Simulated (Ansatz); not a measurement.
**Tellurium, hcp: r²SCAN0 after r²SCAN**

How do the levels change when part of the exchange is made exact, and what does it cost? Spin polarisation is left out. The cell comes from an earlier r²SCAN relaxation. Exact exchange is dear, so the k-mesh is coarse, and r²SCAN is run on the same mesh for comparison.

Program: Ansatz 0.2.0. Level of theory: DFT, plane waves (500 eV) with PBE-made PAW files, scalar-relativistic; functionals as named at each step. These are calculated values, not measurements.

## Step 1: The structure to begin with

It takes space group P6_3/mmc (No. 194, hexagonal). The conventional cell has a = 4.061 Å, b = 4.061 Å, c = 4.388 Å, α = 90.00°, β = 90.00°, γ = 120.00°. Te (site symmetry -6m2) has 6 Te at 3.21 Å as nearest neighbours.

Structure file:

```cif
data_structure
_symmetry_space_group_name_H-M 'P6_3/mmc'
_symmetry_Int_Tables_number 194
_cell_length_a 4.0606
_cell_length_b 4.0606
_cell_length_c 4.3876
_cell_angle_alpha 90.000
_cell_angle_beta 90.000
_cell_angle_gamma 120.000
_cell_volume 62.65
loop_
_atom_site_label
_atom_site_type_symbol
_atom_site_symmetry_multiplicity
_atom_site_Wyckoff_symbol
_atom_site_fract_x
_atom_site_fract_y
_atom_site_fract_z
_atom_site_occupancy
Te1 Te 2 c 0.33333 0.66667 0.25000 1
```

## Step 2: r²SCAN, coarse mesh

The run with r²SCAN.

Contents of input.yaml:

```yaml
crystal:
  lattice:
    - [4.0606456544, 0.0, 0.0]
    - [-2.0303228272, 3.5166222925, 0.0]
    - [0.0, 0.0, 4.3875661916]
  atoms:
    - { symbol: Te, position: [0.3333333333, 0.6666666667, 0.25] }
    - { symbol: Te, position: [0.6666666667, 0.3333333333, 0.75] }
hamiltonian:
  xc: r2scan
  pseudopotentials:
    kind: paw
    azcp:
      Te: "pseudopotentials/Te.paw.azcp"
basis:
  ecutwfc: 500
  fft_grid_basis: typed
kpoints:
  mp_grid: { grid: [5, 5, 4], shift: [0, 0, 0] }
magnetization:
  spin_polarized: false
scf:
  occupations: { method: fermi_dirac, width: 0.1 }
output:
  write_density: true
  write_potential: true
  elf: true
  volumetric_format: npy
```

Launch:

```console
ansatz run input.yaml --threads 4 --pin off --max-ram 8192MiB --backend cpu --events-out ev --progress --plain --runs-dir out
```

Standard output:

```text
Warning: RAYON_NUM_THREADS=4 ignored (pool sized by the plan → 4); use --threads N
Engine: ansatz 0.2.0, aarch64-unknown-linux-gnu
Pseudopotentials: kind: paw
Pseudopotential: Te, paw, valence charge 16, recommended cutoff 500 eV (meta_gga), <dir>
Functional definition: r2SCAN
  parameter k0 = 0.174
  parameter k1 = 0.065
  parameter a1 = 4.9479
  exchange = r2scan_x(k0 = k0, k1 = k1, a1 = a1)
  correlation = r2scan_c
Crystal: 2 atoms, lattice volume = 62.653 Å³
Basis set: ecut = 500 eV, 1569 PW (Γ), exchange–correlation on 120×120×128 points (64 copies of the dense FFT grid, shifted against one another)
Bands: 20, of which v1, the nominal top of the filled ones, is band 16 counted from 1 (15 counted from 0)
Symmetry: 24 space group operations
Space group: P63/mmc (ITA 194), of the structure as read, at distance tolerance 4.0e-5 Å
k-points: 15 of 100
Non-local potential: Te, projectors of the file, l = 0: 2, l = 1: 2, l = 2: 2, l = 3: 2
PAW form: soft (Blöchl's): semilocal exchange-correlation on the pseudo side does not see the compensation charge
PAW frozen core: Te, regenerated for the run's functional (the file was generated under x = pbe(κ = 0.804, μ = 0.2195149727645171), c = pbe(β = 0.06672455060314922))
PAW one-centre angular grid: Te, 590 points (default); XC on 160 Gauss nodes
Initial density: superposition of atomic densities (neutral atoms: chi_scale 0, normalization atom), corrected by the library's trained network
Initial wavefunctions: pseudopotential atomic-orbital guess
Functional: x = r2scan, c = r2scan; τ floored in thin density (d = 2e-4 eV/Å³)
SCF iter   1: F=—  HF=-13989.131714 eV  |F-HF|=—  |Δ(HF+E_count)|=         —  Δρ=2.70e-3  dr2=2.22e-3  dr2_τ=5.32e-4  ethr=1.77e-3  ⟨swp⟩=5.9  Hψ=1484  notcnv=0
preconditioner: auto → Kerker (q_TF=auto, 2.439 Å⁻¹)  [metal: Δε(μ)=0.054 eV  Ē_g=9.733 eV  σ=0.100 eV  W_gap=0.13  n_scr=20 (ndim 8)  ℏωp=16.3 eV  f_vac=0.002  D(μ)=1.86/eV (n_scr^D=20)]
SCF iter   2: F=—  HF=-13989.145143 eV  |F-HF|=—  |Δ(HF+E_count)|=   1.34e-2  Δρ=1.80e-3  dr2=1.06e-3  dr2_τ=2.27e-5  ethr=6.93e-6  ⟨swp⟩=2.0  Hψ=566  notcnv=0
SCF iter   3: F=—  HF=-13989.146713 eV  |F-HF|=—  |Δ(HF+E_count)|=   1.57e-3  Δρ=2.85e-4  dr2=3.94e-5  dr2_τ=5.27e-6  ethr=3.32e-6  ⟨swp⟩=2.0  Hψ=543  notcnv=0
SCF iter   4: F=—  HF=-13989.146650 eV  |F-HF|=—  |Δ(HF+E_count)|=   6.28e-5  Δρ=1.17e-4  dr2=7.23e-6  dr2_τ=2.63e-7  ethr=1.23e-7  ⟨swp⟩=2.0  Hψ=543  notcnv=0
SCF iter   5: F=—  HF=-13989.146647 eV  |F-HF|=—  |Δ(HF+E_count)|=   3.60e-6  Δρ=3.85e-5  dr2=7.44e-7  dr2_τ=3.22e-8  ethr=2.26e-8  ⟨swp⟩=2.0  Hψ=543  notcnv=0
SCF iter   6: F=-13989.146647 eV  HF=-13989.146647 eV  |F-HF|=4.80e-9  |Δ(HF+E_count)|=   5.17e-7  Δρ=6.38e-6  dr2=4.48e-8  dr2_τ=2.42e-10  ethr=3.13e-10  ⟨swp⟩=2.7  Hψ=1110  notcnv=0
SCF 1 converged in 6 iterations: F = -13989.146647 eV  dr2 = 4.48e-8
SCF converged after 6 iterations
Free energy (F): -13989.146647 eV
Harris-Foulkes:  -13989.146647 eV  (|F-HF|=4.80e-9)
Internal energy: -13989.091347 eV  (E = F + TS)
E sigma→0 (E₀):  -13989.118997 eV
Entropy (-TS):   -0.055300 eV (-27.650 meV/atom)
Fermi energy:    9.688210 eV
--- Per-component energies (eV) ---
  E_band       = -522.365380
  E_kinetic    = 359.222616
  E_local      = -2322.113387  (includes V_loc(G=0)·N_el)
  E_nonlocal   = -621.365825
  E_hartree    = 1525.970724
  E_xc         = -229.480710
  E_vxc        = -222.419559  (∫ρ·V_xc dr)
  E_paw        = -9372.005112  (= ΣΔE_a)
  E_vpaw       = -781.334966  (= ΣTr[D̂ρ^β])
  E_aug_tail   = -0.000084  (compensation charges beyond the density's cutoff)
  E_vtau       = 13.713565  (kinetic-family band-sum trace: ∫τ·v_τ [+ j·A + Jᵃ·Aᵃ] dr)
  E_ewald      = -3329.889282
  E_core_change = 0.569711  (= ΣΔE_core)
  E_smearing   = -0.055300  (= −TS)
  E_closure    = 0.000000  (closes the sum)
  Σ components = -13989.146647   (vs F -13989.146647, Δ=0.00e0)
--- Band table (eV; the first three rows and the last of 15) ---
  k-point 0: bands = ["-28.5215", "-28.5149", "-28.5149", "-28.4920", "-28.4532", "-28.4532", "-28.4366", "-28.4366", "-28.4338", "-28.4338", "-4.5227", "0.9314", "4.9953", "7.6855", "7.6855", "10.6279", "10.6279", "13.2619", "13.3789", "16.2709"]
  k-point 1: bands = ["-28.5166", "-28.5105", "-28.5105", "-28.4957", "-28.4720", "-28.4720", "-28.4297", "-28.4297", "-28.4265", "-28.4265", "-4.0526", "-0.6134", "6.6630", "8.1029", "8.1029", "10.2722", "10.2722", "11.7308", "14.6558", "16.5653"]
  k-point 2: bands = ["-28.5056", "-28.5056", "-28.4957", "-28.4957", "-28.4957", "-28.4957", "-28.4238", "-28.4238", "-28.4238", "-28.4238", "-2.6811", "-2.6811", "9.1857", "9.1857", "9.1857", "9.1857", "9.1938", "9.1938", "16.6658", "16.6658"]
  k-point 14: bands = ["-28.5083", "-28.5083", "-28.4887", "-28.4887", "-28.4811", "-28.4811", "-28.4340", "-28.4340", "-28.4287", "-28.4287", "-1.5109", "-1.5109", "4.1302", "4.1302", "6.9148", "6.9148", "12.4829", "12.4829", "17.8377", "17.8377"]
```

Wall time 1.1 s (4 threads of Arm Neoverse V1, shared host); peak memory 0.41 GiB.

Density in a lattice plane of the grid's cell (edges 4.06 and 4.39 Å, at 0.333 of the third edge), which holds Te.

Values in e/Å³, 12 rows by 12 columns:
```
 0.16  0.10  0.08  0.10  0.16  0.31  0.59  1.23  1.93  1.22  0.59  0.31
 0.20  0.09  0.07  0.09  0.20  0.47  1.67  6.44 10.45  6.42  1.66  0.47
 0.21  0.09  0.06  0.09  0.21  0.55  2.76 10.73 16.89 10.70  2.74  0.55
 0.20  0.09  0.07  0.09  0.20  0.47  1.67  6.44 10.45  6.42  1.66  0.47
 0.16  0.10  0.08  0.10  0.16  0.31  0.59  1.23  1.93  1.22  0.59  0.31
 0.14  0.12  0.12  0.12  0.14  0.19  0.27  0.37  0.42  0.37  0.27  0.19
 0.16  0.18  0.20  0.18  0.16  0.14  0.14  0.15  0.16  0.15  0.14  0.14
 0.20  0.26  0.29  0.26  0.20  0.13  0.09  0.07  0.07  0.07  0.09  0.13
 0.21  0.30  0.34  0.30  0.21  0.13  0.08  0.06  0.05  0.06  0.08  0.13
 0.20  0.26  0.29  0.26  0.20  0.13  0.09  0.07  0.07  0.07  0.09  0.13
 0.16  0.18  0.20  0.18  0.16  0.14  0.14  0.15  0.16  0.15  0.14  0.14
 0.14  0.12  0.12  0.12  0.14  0.19  0.27  0.37  0.42  0.37  0.27  0.19
```
Columns run along the first of these edges and rows up along the second, over one cell in 12 and 12 even steps from the bottom left corner. Atoms in the plane (fractional): Te at (0.67, 0.75).

ELF in the same plane.

Ten even steps from ' ' (0.02) to '@' (0.63):
```
++--::::::::--==**%%%%%%############%%%%%%##
**==::....::--**%%@@%%##**++====++**##%%@@%%
%%++::....::==##@@@@%%**==::....::--**##%%@@
@@**::....::++%%@@%%##++::        ..==##%%@@
@@**--....::++%%@@%%##++..  ..::  ..--##%%@@
@@**::....::++%%@@%%##++::        ..==##%%@@
%%++::....::==##@@@@%%**==::....::--**##%%@@
**==::....::--**%%@@%%##**++====++**##%%@@%%
++--::::::::--==**%%%%%%############%%%%%%##
================++**##%%%%########%%%%%%**++
++**########**++++++++****########****++++==
**%%%%@@@@@@%%##**==------========------==++
%%@@@@@@@@@@@@%%##++--::............::--==**
@@@@@@@@@@@@@@@@%%**--::..          ..--++##
@@@@@@@@@@@@@@@@%%**==::..          ..--++%%
@@@@@@@@@@@@@@@@%%**--::..          ..--++##
%%@@@@@@@@@@@@%%##++--::............::--==**
**%%%%@@@@@@%%##**==------========------==++
++**########**++++++++****########****++++==
================++**##%%%%########%%%%%%**++
```
Columns run along the first of these edges and rows up along the second, over one cell in 22 and 20 even steps from the bottom left corner. Atoms in the plane (fractional): Te at (0.67, 0.75).

Both are smooth fields of the valence electrons: close to the nuclei they are not physical.

Outside the cores ELF peaks at 0.64 beside Te, off the lines to its neighbours, 1.3 Å from Te.

## Step 3: r²SCAN0, coarse mesh

The run with r²SCAN0.

input.yaml: that of step 2 with these lines changed.

```diff
@@ -9,3 +9,3 @@
 hamiltonian:
-  xc: r2scan
+  xc: r2scan0
   pseudopotentials:
@@ -23,6 +23 @@
   occupations: { method: fermi_dirac, width: 0.1 }
-output:
-  write_density: true
-  write_potential: true
-  elf: true
-  volumetric_format: npy
```

Launch:

```console
ansatz run input.yaml --threads 4 --pin off --max-ram 8192MiB --backend cpu --events-out ev --progress --plain --runs-dir out
```

Standard output, cut to the lines that bear on the results:

```text
Warning: RAYON_NUM_THREADS=4 ignored (pool sized by the plan → 4); use --threads N
[...]
[... 2 set-up lines as earlier in the session ...]
Functional definition: r2SCAN0
[...]
Crystal: 2 atoms, lattice volume = 62.653 Å³
Basis set: ecut = 500 eV, 1569 PW (Γ), exchange–correlation on 120×120×128 points (64 copies of the dense FFT grid, shifted against one another)
Bands: 20, of which v1, the nominal top of the filled ones, is band 16 counted from 1 (15 counted from 0)
[... 2 set-up lines as earlier in the session ...]
k-points: 15 of 100
[...]
SCF iter   1: F=—  HF=-13989.128757 eV  |F-HF|=—  |Δ(HF+E_count)|=         —  Δρ=2.77e-3  dr2=2.72e-3  dr2_τ=5.35e-4  ethr=1.77e-3  ⟨swp⟩=9.3  Hψ=1244  notcnv=0
[...]
Frozen-core exchange: fock
[...]
hybrid SCF converged: 2 outer / 14 inner (+8 warm-up), last move |dexx| = 8.27e-5 eV, tail = 2.97e-7 eV
Stability not checked: this state was not tested for a lower state beside it, because the functional holds exact exchange (a hybrid, or Hartree-Fock), whose exchange loop this test does not read (fock_operator; see scf.lower_state_search)
Free energy (F): -13988.715711 eV
Frozen-core exchange: fock
[...]
E sigma→0 (E₀):  -13988.700986 eV
Entropy (-TS):   -0.029449 eV (-14.724 meV/atom)
Fermi energy:    9.564664 eV
[...]
--- Band table (eV; the first three rows and the last of 15) ---
  k-point 0: bands = ["-31.5087", "-31.5077", "-31.5077", "-31.4749", "-31.4439", "-31.4439", "-31.4303", "-31.4303", "-31.4286", "-31.4286", "-6.4209", "-0.3932", "3.9285", "6.9243", "6.9243", "11.0627", "11.0627", "13.8671", "14.0013"]
[...]
  guard bands above this table: 1 of the run's 20 bands, where the rule asks 2: the bands that hold charge and the lowest empty level above them stay in the table. The solve was not asked for them (output.publish_guard_bands: true or output.eigenvalues: true publishes all)
```

Run time: 9.4 s. Hardware: 4 threads of Arm Neoverse V1, shared host; peak memory 1.5 GiB.

## Step 4: The functionals compared

```tsv
functional	gap on the mesh	Fermi energy (eV)	SCF cycles	exchange loops	CPU time
r²SCAN	none (levels filled in part)	9.688	6	-	3.4 s
r²SCAN0	none (levels filled in part)	9.565	22	2	32 s
```

## Step 5: Outcome

| quantity | value |
| --- | --- |
| r²SCAN: gap | none (levels filled in part) |
| r²SCAN0: gap | none (levels filled in part) |
| r²SCAN0: SCF cycles, exchange loops | 22, 2 |
| r²SCAN0: CPU time over that of r²SCAN | 9.4 |
| r²SCAN0: relative to trigonal tellurium | +384 meV/atom |

What this shows: Both r²SCAN and r²SCAN0 leave levels filled in part. The hybrid took 9.4 times as much CPU time as r²SCAN on the same settings. The exchange operator of r²SCAN0 was renewed in 2 outer loops. To compare with dense-mesh energies, the change of r²SCAN from this mesh and smearing to its dense run (-27.8 meV/atom, from a run not shown) is added. Under r²SCAN0 it lies 384 meV/atom above trigonal tellurium (computed apart in the same way); on such meshes a few tens of meV are uncertain for metals. Absolute energies differ from functional to functional, by eV per atom at times, and say nothing by themselves.
